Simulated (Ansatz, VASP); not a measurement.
This is a calculation of ZnS (Wurtzite-4H) for VASP 6.6.1. 

INCAR

```
SYSTEM = ZnS
  PREC = Accurate
  ENCUT = 600
  EDIFF = 1E-6
  ISMEAR = -1
  SIGMA = 0.05
  LREAL = .FALSE.
  LASPH = .TRUE.
  NELM = 100
  ALGO = Normal
  ISIF = 3
  LWAVE = .FALSE.
  LCHARG = .FALSE.
  GGA = RP
  IVDW = 13
  IBRION = 2
  NSW = 60
  EDIFFG = -0.01
```

Contents of KPOINTS:

```
Automatic mesh
0
G
  8 8 3
  0 0 0
```

POSCAR

```
ZnS
1.0
    3.8227000000      0.0000000000      0.0000000000
   -1.9113500000      3.3105553110      0.0000000000
    0.0000000000      0.0000000000     12.5200000000
Zn S
4 4
Direct
    0.6666666667      0.3333333333      0.7500000000
    0.3333333333      0.6666666667      0.2500000000
    0.0000000000      0.0000000000      0.5000000000
    0.0000000000      0.0000000000      0.0000000000
    0.6666666667      0.3333333333      0.9375000000
    0.3333333333      0.6666666667      0.4375000000
    0.0000000000      0.0000000000      0.6875000000
    0.0000000000      0.0000000000      0.1875000000
```

Potentials or basis: VASP PAW PBE potentials, release 64 (Zn, S).

Run with:

```console
$ cat potpaw_PBE.64/Zn/POTCAR potpaw_PBE.64/S/POTCAR > POTCAR
$ mpirun -np 1 vasp_std > vasp.out
```

Task: Translate it to Ansatz 0.2.0. Potentials or basis there: Ansatz PAW, cutoff 420 eV.

Result: As run (cutoffs and basis follow the program's own potentials, and thresholds, step limits or extra output files can differ):

File input.yaml:

```yaml
crystal:
  lattice:
    - [3.8227, 0.0, 0.0]
    - [-1.91135, 3.310555311, 0.0]
    - [0.0, 0.0, 12.52]
  atoms:
    - { symbol: Zn, position: [0.6666666667, 0.3333333333, 0.75] }
    - { symbol: Zn, position: [0.3333333333, 0.6666666667, 0.25] }
    - { symbol: Zn, position: [0.0, 0.0, 0.5] }
    - { symbol: Zn, position: [0.0, 0.0, 0.0] }
    - { symbol: S, position: [0.6666666667, 0.3333333333, 0.9375] }
    - { symbol: S, position: [0.3333333333, 0.6666666667, 0.4375] }
    - { symbol: S, position: [0.0, 0.0, 0.6875] }
    - { symbol: S, position: [0.0, 0.0, 0.1875] }
hamiltonian:
  xc: rpbe
  pseudopotentials: { kind: paw }
  dispersion: d4
kpoints:
  mp_grid: { grid: [8, 8, 3] }
scf:
  occupations: { method: fermi_dirac, width: 0.05 }
output:
  forces: true
  stress: true
relax:
  f_tol: 0.01
  max_steps: 40
  cell: { stress_tol: 0.05 }
```

Potentials or basis: Ansatz PAW.

The run is started by

```sh
$ ansatz run input.yaml --threads 4 --pin off --max-ram 11264MiB --backend cpu --events-out ev --progress --plain --runs-dir out
```

Both were run:

|  | VASP | Ansatz |
| --- | --- | --- |
| Relaxed volume | 19.32 Å³/atom | 19.27 Å³/atom |
| Relaxed cell | a = 3.792 Å, b = 3.792 Å, c = 12.410 Å, α = 90.00°, β = 90.00°, γ = 120.00° | a = 3.789 Å, b = 3.789 Å, c = 12.400 Å, α = 90.00°, β = 90.00°, γ = 120.00° |
| Space group after relaxing | P6_3mc (No. 186) | P6_3mc (No. 186) |
| Pressure after relaxing | 0.0 GPa | 0.0 GPa |

Ansatz's pressure holds a Pulay term of +0.09 GPa for its cutoff of 420 eV, which the other run lacks.

VASP's potentials were made for PBE. Ansatz's potentials were made for PBE.

Where Ansatz's input types no cutoff or centring, it takes its own default and a Γ-centred mesh.

Pressure is positive in compression.
